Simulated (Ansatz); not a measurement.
# W on Al(110), quarter in the top layer, both faces: core shifts and d bands, part 3 of 4

Aim: core-level shifts, shell centres and work function of W on Al(110), quarter in the top layer, both faces. Spin–orbit coupling is left out of the bands throughout.

Ansatz 0.2.0; DFT, PBE, plane-wave PAW, default files, scalar-relativistic.

So far, work function, upper face (eV): step 2 (the clean face) 3.90; step 3 (relaxing the atoms) 4.03.

**4. Layer-resolved bands, DOS and potential (continued)**

A(k,E), total over k along the path and E. Zero: Fermi level.

Ten even steps from '_' (0.05 eV⁻¹) to '@' (4.39 eV⁻¹), each cell a mean:
```
::::::::--::--------====--::--==--==**==--......::--------==--..----::::::
::::::::..::::--==--====------==++++++==++==--------==----==------::::::::
..........::::::..::::--==--::========++::==--::::------==--::----::......
____..::::----....::::--======--++------==========--==----..------......__
..::::::------------====================----==----------------++::::::::..
--::::--==------++++==--====++++--++====++--==----::------==--==--::::----
::::::::::::--++::::::--++====------==++==++==++------::::::==--::::::..::
--::::::::..----==----::--==----==------++====--==----------++::::..::----
..::::::..::----::::::--::----==----::--++++--==++****++==**::....::::::..
..........::::------======++**==::::::::::==++====++++--++##==::::::......
....::::----::--++====++++**==::----......::##**==--::**++----==::........
::::....--::----==++====--::----::::..::::--==##++==::++%%::..::====--::::
--::..::..__::::::::....____..--::..======--::::**++##==--==..____::------
..::::..__....::__________..::--::::::....____..--@@**##__..==..______....
____::..::::--__________..::____::::____....::--==--@@==::__..==..________
__::....==--::..____..::..____..--........--==--::++==::--..__..++--..____
--..__::..--::::::::::________....::====++--::::++::..++::==..____--++==--
::::..::::__________________....__--::....::==++..____..++::==..____..::::
__..--....________________....____::====++++::__________..==::==..________
__::::++..____________......____::__::::..________________----::==--..____
==..::__::::..........::..____::__::________________________==--..--======
..==________....::::..______....::____________________________--++........
```
Columns: k along the path (Å⁻¹) from 0 to 3.75 (not evenly spaced); rows upwards: E (eV) from -7.7 to 3.49.

A(k,E), top over k along the path and E. Zero: Fermi level.

Values in eV⁻¹, 12 rows by 16 columns, each cell a mean:
```
0.44 0.43 0.46 0.59 0.65 0.61 0.65 0.69 0.68 0.44 0.52 0.58 0.68 0.47 0.53 0.45
0.28 0.31 0.42 0.38 0.44 0.65 0.62 0.61 0.57 0.65 0.55 0.61 0.57 0.57 0.43 0.28
0.42 0.59 0.61 0.60 0.72 0.70 0.69 0.72 0.69 0.65 0.61 0.59 0.54 0.67 0.47 0.42
0.51 0.48 0.58 0.64 0.47 0.59 0.57 0.64 0.69 0.68 0.65 0.54 0.50 0.60 0.46 0.50
0.51 0.45 0.52 0.49 0.49 0.47 0.64 0.64 0.77 0.77 0.73 0.84 0.79 0.43 0.37 0.49
0.31 0.46 0.51 0.71 0.83 0.96 0.74 0.50 0.37 0.78 0.77 0.63 0.86 0.65 0.41 0.29
0.45 0.33 0.39 0.58 0.56 0.33 0.49 0.41 0.54 0.57 0.83 0.80 0.70 0.31 0.54 0.55
0.27 0.29 0.30 0.19 0.11 0.20 0.30 0.38 0.25 0.21 0.63 1.02 0.33 0.40 0.14 0.19
0.26 0.36 0.45 0.23 0.28 0.22 0.15 0.38 0.42 0.59 0.50 0.52 0.48 0.30 0.45 0.23
0.40 0.34 0.17 0.15 0.10 0.08 0.21 0.34 0.43 0.41 0.30 0.13 0.44 0.40 0.23 0.44
0.28 0.38 0.10 0.05 0.09 0.23 0.14 0.27 0.36 0.17 0.05 0.04 0.23 0.49 0.49 0.17
0.49 0.14 0.24 0.27 0.25 0.09 0.26 0.16 0.05 0.03 0.02 0.03 0.05 0.31 0.40 0.61
```
Columns: k along the path (Å⁻¹) from 0 to 3.75 (not evenly spaced); rows upwards: E (eV) from -7.7 to 3.49.

A(k,E), middle over k along the path and E. Zero: Fermi level.

Ten even steps from '0' (0.01 eV⁻¹) to '9' (2.15 eV⁻¹), each cell a mean:
```
0000201111211122245210000111111021000
0000011111221122245232111121111220000
0000021100121212344512111112221220000
0000122100112222321231122221112210000
0011112211122223211221211111122311000
1101111122223343121243221111222211111
0000001211224332111224321111113100000
1000001232222321211122322112214000001
0000001111111211110012222343241000000
0000011111122231100112222342241000000
0001111122222221110001433214311110000
1100101133321011111111252212610122111
1101000211100001002222125233220001121
0110000100000013011000002725012000000
0010112000000100210000012392101200000
0101221000010000310001111652100132000
2100031111100000122221126205110002322
1100200000000001031112551000511000011
0011100000000010015566200000141100000
0114100000001100102210000000033111000
1030111000110000030000000000004411111
0210000111000000200000000000000461000
```
Columns: k along the path (Å⁻¹) from 0 to 3.75 (not evenly spaced); rows upwards: E (eV) from -7.7 to 3.49.

Peaks of A(k,E) at the labelled points: for each region the eleven nearest the zero at most, each over 6 % of that point's highest, less those above the energy where the solved bands run out; weight and spread sum the levels within three half widths or 0.3 eV, so near peaks share levels. Peaks of the spectral function, the first 40 of 132 rows:

```csv
point,weight on,E (eV),A (1/eV),weight near the peak,rms spread of levels (eV)
X,total,-3.92,0.359,0.104,0.103
X,total,-2.92,1.609,1.627,0.238
X,total,-2.56,2.025,1.625,0.243
X,total,-1.58,0.764,0.473,0.174
X,total,-0.42,1.95,1.366,0.165
X,total,0.68,2.254,1.652,0.216
X,total,1.78,0.484,0.223,0.134
X,total,2.02,0.528,0.323,0.284
X,total,2.62,1.303,0.925,0.192
X,total,3.12,1.074,1.161,0.288
X,total,3.44,1.4,1.121,0.238
X,top,-5.2,1.016,0.593,0.138
X,top,-3.92,0.133,0.04,0.108
X,top,-2.9,0.595,0.684,0.253
X,top,-2.56,0.762,0.599,0.239
X,top,-1.54,0.33,0.215,0.177
X,top,-0.42,0.839,0.586,0.167
X,top,0.66,0.922,0.686,0.218
X,top,2.02,0.229,0.142,0.283
X,top,2.62,0.545,0.385,0.19
X,top,3.14,0.443,0.409,0.219
X,top,3.44,0.577,0.46,0.237
X,middle,-5.2,0.967,0.564,0.134
X,middle,-3.92,0.091,0.023,0.074
X,middle,-2.96,0.421,0.411,0.231
X,middle,-2.56,0.499,0.426,0.255
X,middle,-1.64,0.115,0.043,0.128
X,middle,-0.26,0.298,0.186,0.116
X,middle,0.74,0.445,0.272,0.148
X,middle,1.76,0.084,0.031,0.123
X,middle,2.6,0.211,0.152,0.202
X,middle,3.12,0.184,0.188,0.26
X,middle,3.44,0.239,0.195,0.243
Γ,total,-4.74,1.191,0.936,0.145
Γ,total,-3.92,0.287,0.076,0.1
Γ,total,-2.48,2.653,2.001,0.22
Γ,total,-2.14,2.004,1.987,0.273
Γ,total,-1.62,2.847,1.937,0.159
Γ,total,-0.32,2.451,1.376,0.114
Γ,total,0.72,3.096,2.513,0.219
```

The DOS has structure finer than the step of the table below, so its rows give means over 0.5 eV, whole bins alone (the curve runs from -12.4 to 3.27 eV). Peaks (eV: height): total -6.53: 6.73, -4.53: 9.78, -1.93: 15.0, 0.97: 15.2; Al 3p -4.53: 5.62, -1.93: 8.58, 0.88: 8.46, 3.08: 8.55; Al 3s -4.53: 3.32, -3.52: 2.87, -1.93: 2.92, 2.58: 3.05; W 5d -0.42: 4.24.

* holds the states left over by the projection beside any projected weight of its own. DOS against E, zero at the Fermi level; means over each step; values in states/eV/cell:

```csv
E (eV),total,Al 3p,Al 3s,W 5d,W 6p*,W 6s
-11.5,0,0,0,0,0,0
-11.0,0.0171,0.00303,0.0132,0,2.9e-5,7.7e-4
-10.5,1.28,0.343,0.886,7.1e-4,0.00238,0.0478
-10.0,1.97,0.838,1.07,0.00340,0.00452,0.0478
-9.5,2.47,1.28,1.12,0.00826,0.00738,0.0554
-9.0,3.89,2.08,1.67,0.0171,0.0142,0.104
-8.5,3.85,2.22,1.49,0.0243,0.0174,0.0947
-8.0,4.13,2.49,1.49,0.0370,0.0216,0.0829
-7.5,4.33,2.64,1.54,0.0592,0.0260,0.0718
-7.0,5.86,3.48,2.12,0.108,0.0366,0.117
-6.5,6.12,3.68,2.12,0.147,0.0425,0.128
-6.0,6.04,3.66,2.04,0.158,0.0496,0.131
-5.5,5.96,3.47,2.11,0.209,0.0610,0.107
-5.0,7.22,4.17,2.51,0.356,0.0778,0.101
-4.5,8.84,5.03,3.02,0.550,0.101,0.133
-4.0,7.80,4.43,2.49,0.616,0.0920,0.169
-3.5,8.88,5.21,2.53,0.836,0.132,0.171
-3.0,9.08,5.45,2.18,1.16,0.145,0.145
-2.5,10.8,6.36,2.38,1.77,0.184,0.129
-2.0,13.7,7.98,2.65,2.74,0.260,0.108
-1.5,12.9,7.19,2.08,3.19,0.257,0.161
-1.0,12.2,6.37,1.62,3.81,0.290,0.150
-0.5,12.7,6.04,1.99,4.08,0.404,0.216
0.0,11.9,5.88,2.12,3.19,0.477,0.190
0.5,13.7,7.39,2.61,2.88,0.643,0.203
1.0,14.3,7.92,2.77,2.56,0.833,0.198
1.5,12.5,6.86,2.59,1.79,0.934,0.282
2.0,11.6,6.27,2.45,1.51,1.07,0.289
2.5,12.7,7.11,2.75,1.12,1.42,0.339
3.0,14.2,8.09,2.87,0.964,1.96,0.364
```

This run's widths, added to any smearing of the DOS itself: Gaussian 0.2 eV, Lorentzian 0.2 eV plus 0.03 an eV of depth. The intensity by binding energy, zero at the Fermi level; values in % of the maximum within 13 eV:

```csv
binding energy (eV),21.2 eV,40.8 eV,100 eV,1486.7 eV,8047.8 eV
-1,2.60,2.65,2.98,2.75,2.72
0,46.2,46.5,47.3,47.2,47.3
1,94.2,94.7,94.4,94.3,93.5
2,70.2,73.4,94.4,76.8,74.5
3,33.8,37.1,61.2,42.3,41.0
4,19.5,23.1,50.1,30.3,29.2
5,12.2,15.7,43.1,23.2,21.7
6,6.91,10.0,34.7,16.6,15.6
7,5.04,7.99,31.5,14.5,13.4
8,2.81,4.97,22.6,9.99,9.25
9,1.99,3.84,19.2,8.98,8.52
10,1.06,2.04,10.5,5.59,5.39
11,0.349,0.573,2.49,1.41,1.39
12,-,0.264,0.884,0.489,0.471
```

Maxima picked by a test of local sharpness, so broad peaks and shoulders can be missing; peaks within 0.45 eV of a curve's cut are left out. Valence peaks, by row:

```csv
photon energy (eV),binding energy (eV),height (% of the maximum within 13 eV),main shell,its share (%)
21.2,0.65,100,W 5d,97
40.8,0.65,100,W 5d,92.1
100,6.5,33.88,Al 3p,51.69
100,4.45,51.91,Al 3p,47.27
100,1.8,100,Al 3p,42.47
100,0.7,96.25,W 5d,52.79
1487,1.7,85.67,W 5d,80.34
1487,0.65,100,W 5d,86.69
8048,0.6,100,W 5d,87.29
```

From the Fermi level. Planar mean, electrostatic potential against z:

```csv
z (Å),"planar mean, electrostatic potential (eV)"
0.0,4.02
0.5,4.02
1.0,4.02
1.5,4.02
2.0,4.02
2.5,4.02
3.0,4.02
3.5,4.01
4.0,4.00
4.5,3.96
5.0,3.82
5.5,3.36
6.0,1.87
6.5,-1.87
7.0,-5.27
7.5,-7.69
8.0,-6.52
8.5,-4.33
9.0,-4.51
9.5,-4.36
10.0,-4.22
10.5,-5.08
11.0,-4.44
11.5,-4.21
12.0,-4.55
12.5,-4.29
13.0,-5.59
13.5,-8.02
14.0,-6.04
14.5,-2.98
15.0,1.03
15.5,3.09
16.0,3.74
16.5,3.94
17.0,3.99
17.5,4.01
18.0,4.01
18.5,4.02
19.0,4.02
19.5,4.02
20.0,4.02
20.5,4.02
```

The intensity has structure finer than the step of the table below, so its rows give means over 1 eV, whole bins alone (the curve runs from -12.4 to 1.38 eV). Peaks (eV: height): W L-beta5 -1.4: 100.0; Al K-beta -1.8: 99.9; Al K-beta, E along x -2.0: 86.7; Al K-beta, E along y -1.8: 87.7; Al K-beta, E along z -1.8: 127.

Shapes are the site's partial DOS without matrix elements, which overweights lines from ligand s bands. Table of intensity by emission energy less the core level's binding energy, zero at the Fermi level; means over each step; values in % of the unpolarised maximum:

```csv
emission energy less the core level's binding energy (eV),W L-beta5,Al K-beta,"Al K-beta, E along x","Al K-beta, E along y","Al K-beta, E along z","Al L2,3"
-11,9.28,4.09,4.07,4.21,3.99,8.38
-10,11.7,12.8,13.4,13.8,11.1,33.1
-9,15.2,25.2,25.5,26.4,23.8,48.1
-8,20.1,33.8,36.3,37.2,27.8,49.7
-7,26.8,44.2,45.0,46.5,40.9,65.4
-6,36.2,49.5,51.8,55.4,41.3,68.8
-5,48.7,57.3,58.5,65.1,48.4,83.1
-4,64.6,65.4,64.9,73.3,58.1,87.7
-3,82.3,76.7,80.0,79.7,70.3,77.8
-2,96.3,94.7,84.8,86.1,113,83.1
-1,97.9,84.0,75.5,82.9,93.1,59.8
0,83.4,42.7,40.8,39.8,42.7,35.0
```

Recipe: projected DOS times atomic cross section and asymmetry factor (unpolarised light, 45° from the beam), occupied states only, Fermi edge at 300 K, a Lorentzian width of 0.2 eV growing by 0.03 eV per eV of binding energy, and a resolution of 0.2 eV. Each atom is damped by exp[−depth/(λ cos θ)], θ = 60° from the normal, λ from the universal curve. Curves are cut 10 eV under the photon energy, above any shell that the free atom's threshold puts out of reach, or at the lower edge of the window: 11.2 eV at 21.2 eV, 12.4 eV at 40.8 eV, 12.4 eV at 100 eV, 12.4 eV at 1486.7 eV and 12.4 eV at 8047.8 eV. A star in tables and legends marks shells that hold the states left over by the projection (1.4 % of the filled ones), a stand-in for orbitals that the files don't project on. Matrix elements of the solid and inelastic losses aren't modelled, nor non-dipole terms, which matter above 3 keV.

How the area divides among the shells (%):

```csv
shell,21.2 eV,40.8 eV,100 eV,1486.7 eV,8047.8 eV
Al 3s,3.4,7.6,27.2,26.0,25.0
Al 3p,4.3,11.9,44.3,7.2,1.6
W 6s,0.1,0.1,0.4,1.2,4.5
W 5d,91.8,80.3,27.9,65.1,67.5
```

Regions along c: top from 12.0 to 18.2 Å, middle from 9.1 to 12.0 Å.

The largest force component on a free atom is 0.042 eV/Å, a little over the usual target of 0.03 eV/Å. At the Fermi level the DOS is 11.59 states/eV a cell, and on the broadened curves Al 3p holds 50 % of the total there.

[end of part 3 of 4]

[Logs are printed without paths, hosts, clocks, repeated set-up lines and the standing remarks that a program may print on its own settings, such as how far it seeks lower states.]

[Hosts, paths, dates, database ids (printed as entryN), source tags and the programs' standing remarks are cut or masked in the printed files.]

[Maps of the electrostatic potential energy from Ansatz leave out the sawtooth potential of an applied field or a dipole correction, so their vacuum need not be flat; work functions include it.]
